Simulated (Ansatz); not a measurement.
The calculation used DFT PBE, scalar-relativistic, plane waves, PAW in Ansatz. All cells share a 420 eV cutoff and Γ-centred k meshes spaced at most about 0.3 Å⁻¹ (about 0.25 or finer for metals, 2π included). No spin polarisation in the final relaxations.

All energies are static (0 K, no zero-point motion). All come from trial cells, and lower structures may exist.

Question: These unrelaxed guesses for Se are each relaxed within their symmetry. Order them by the energy at which they end, lowest first.
A.

Space group P4/mmm (No. 123). a = 4.939 Å, b = 4.939 Å, c = 2.307 Å, α = 90.00°, β = 90.00°, γ = 90.00°
```tsv
atom	site	symmetry	x	y	z
Se	1a	4/mmm	0.0000	0.0000	0.0000
Se	2f	mmm.	0.0000	0.5000	0.0000
```

B.

Space group I4_1/amd:1 (No. 141). a = 4.520 Å, b = 4.520 Å, c = 10.901 Å, α = 90.00°, β = 90.00°, γ = 90.00°
```tsv
atom	site	symmetry	x	y	z
Se	8e	2mm.	0.5000	0.5000	0.2872
Se	4a	-4m2	0.0000	0.0000	0.0000
```

Answer: A (ends in P4/mmm, 0 meV/atom), B (ends in I4_1/amd, 101 meV/atom).

A magnetic state wasn't ruled out in cells without spin, among them I4_1/amd. Cells relaxed within their symmetry can be saddle points. The part of the Crystallography Open Database at hand lists Se in space groups No. 14, 148, 152, 154, 166 and others; no cell shown has one of them. Some types were kept out of the candidates beforehand, so the set may lack a known form.
